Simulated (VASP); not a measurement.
## TiS2: relaxation of cell and atoms with PBE+D3(BJ)

Crystal: TiS2.

```
CELL_PARAMETERS angstrom
3.41200 0.00000 0.00000
-1.70600 2.95488 0.00000
0.00000 0.00000 5.69500
ATOMIC_POSITIONS crystal
Ti 0.00000 0.00000 0.00000
S 0.33333 0.66667 0.25000
S 0.66667 0.33333 0.75000
```

```yaml
Program: VASP 6.6.1
Task: relaxation of cell and atoms
Functional: PBE
Dispersion: D3(BJ)
Potentials_or_basis: VASP PAW PBE potentials, release 64 (Ti_sv, S)
Cutoff: 600 eV
k_mesh: 12 × 12 × 7
Occupations: methfessel-paxton, width 0.1 eV
Spin: no spin polarisation
Further_INCAR_settings: ALGO = Normal; EDIFF = 1e-06; IBRION = 2; EDIFFG = -0.01; NSW = 90; ISIF = 3
```

```json
{
 "Relaxed volume": "17.98 Å³/atom",
 "Relaxed cell": "a = 3.358 Å, b = 3.358 Å, c = 5.523 Å, α = 90.00°, β = 90.00°, γ = 120.00°",
 "Space group after relaxing (to 0.05 Å)": "P-3m1 (No. 164)",
 "Energy gained by relaxing": "8.8 meV/atom",
 "Ionic steps": "15",
 "Pressure after relaxing": "0.0 GPa",
 "Largest force after relaxing": "0.003 eV/Å",
 "Band gap on the k mesh": "none (metal or under the smearing width)",
 "Dispersion energy per atom": "-0.410 eV"
}
```

Forces on the atoms (eV/Å):
```
Ti   0.000  0.000  0.000
S    0.000  0.000  0.003
S    0.000  0.000 -0.003
```

The path:
```tsv
step	energy change (eV)	largest force (eV/Å)	pressure (GPa)	volume (Å³)
1	0.0000	0.1233	-2.93	57.42
2	-0.0037	0.5324	2.64	54.55
3	-0.0154	0.2172	-0.09	55.86
4	-0.0193	0.1409	-0.11	55.53
5	-0.0210	0.0305	-0.11	55.08
6	-0.0210	0.0440	-0.07	55.13
7	-0.0225	0.0354	-0.13	54.96
8	-0.0256	0.0056	-0.20	54.43
9	-0.0238	0.0691	-0.17	53.36
10	-0.0264	0.0099	-0.10	54.08
11	-0.0264	0.0118	-0.16	54.05
12	-0.0259	0.0375	-0.16	53.71
13	-0.0264	0.0131	-0.13	54.02
14	-0.0261	0.0621	0.48	53.71
15	-0.0265	0.0034	0.01	53.95
```

Final structure:
```
Ti S
1.0
     3.35846    0.00000    0.00000
    -1.67923    2.90851    0.00000
     0.00000    0.00000    5.52309
Ti S
1 2
Direct
  0.00000 0.00000 0.00000
  0.33333 0.66667 0.25877
  0.66667 0.33333 0.74123
```

Levels at points of the mesh, in eV from the Fermi level:
```tsv
k point	band 10	band 11	band 12	band 13	band 14	band 15
(0.00, 0.00, 0.00)	0.15	0.16	0.16	0.54	0.54	0.87
(0.50, 0.00, 0.00)	-2.91	-2.64	-1.65	0.18	1.65	2.10
```

Wall time 11 min on 1 thread of Intel(R) Xeon(R) Platinum 8488C (Sapphire Rapids), on a shared host, peak memory 0.29 GiB.

Caveat: pairwise dispersion overbinds metals, which lowers pressure and volume.
